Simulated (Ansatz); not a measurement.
Crystal: Be.

```
Be
1.0
     2.28530    0.00000    0.00000
    -1.14265    1.97913    0.00000
     0.00000    0.00000    3.58420
Be
2
Direct
  0.66667 0.33333 0.75000
  0.33333 0.66667 0.25000
```

Base run:

| Item | Value |
| --- | --- |
| Program | Ansatz 0.2.0 |
| Functional | LDA |
| Potentials or basis | all-electron LAPW, scalar-relativistic |
| Cutoff | 141 eV (chosen from the basis error) |
| Basis error allowed | 0.001 eV/atom |
| k mesh | 13 × 13 × 8 |
| Occupations | gaussian, width 0.05 eV |
| Spin | no spin polarisation |

Its results: pressure -8.3 GPa.

Task: The run is repeated on the same cell with these changes: functional from LDA to RPBE; occupations from gaussian, width 0.05 eV to gaussian, width 0.02 eV. What comes out?

Result: Pressure 0.2 GPa.
